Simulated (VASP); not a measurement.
Set up this calculation in VASP 6.6.1, as the native input.

```
Task                   : single point
Functional             : PBE
Potentials or basis    : VASP PAW PBE potentials, release 64 (Ag, O)
Cutoff                 : 520 eV
k mesh                 : 4 × 4 × 4
Occupations            : gaussian, width 0.01 eV
Spin                   : no spin polarisation
Dipole correction      : no
Further INCAR settings : ALGO = Fast; EDIFF = 1e-06; NBANDS = 37
```

The structure of Ag2O lies in POSCAR:

```
Ag2O
1.0
    4.6216872609      0.0000000000      0.0000000000
    0.0000000000      4.6216872609      0.0000000000
    0.0000000000      0.0000000000      4.6216872609
Ag O
4 2
Direct
    0.2500000000      0.2500000000      0.2500000000
    0.2500000000      0.7500000000      0.7500000000
    0.7500000000      0.7500000000      0.2500000000
    0.7500000000      0.2500000000      0.7500000000
    0.0000000000      0.0000000000      0.0000000000
    0.5000000000      0.5000000000      0.5000000000
```

The input as run:

INCAR

```
SYSTEM = Ag2O
ALGO     = Fast           ! electronic algorithm
EDIFF    = 1E-6           ! SCF threshold, eV
ENCUT    = 520            ! plane-wave cutoff, eV
GGA      = PE             ! functional
ISIF     = 2              ! what is computed and relaxed
ISMEAR   = 0              ! smearing method
LASPH    = .True.         ! aspherical terms in the spheres
LCHARG   = .False.        ! write CHGCAR
LREAL    = .False.        ! projectors in reciprocal space
LWAVE    = .False.        ! write WAVECAR
NBANDS   = 37             ! bands
NELM     = 100            ! most SCF steps
PREC     = Accurate       ! precision mode
SIGMA    = 0.01           ! smearing width, eV
```

KPOINTS

```
k-points
0
Gamma
  4 4 4
  0 0 0
```

Potentials or basis: VASP PAW PBE potentials, release 64 (Ag, O).

The run is started by

```console
$ cat potpaw_PBE.64/Ag/POTCAR potpaw_PBE.64/O/POTCAR > POTCAR
$ mpirun -np 1 vasp_std > vasp.out
```

Results of the run:

The pressure is 11.5 GPa and the band gap on the k mesh is 0.14 eV, direct.

Wall time 24 s on 1 thread of Intel(R) Xeon(R) 6975P-C (Granite Rapids), on a shared host, peak memory 0.21 GiB.
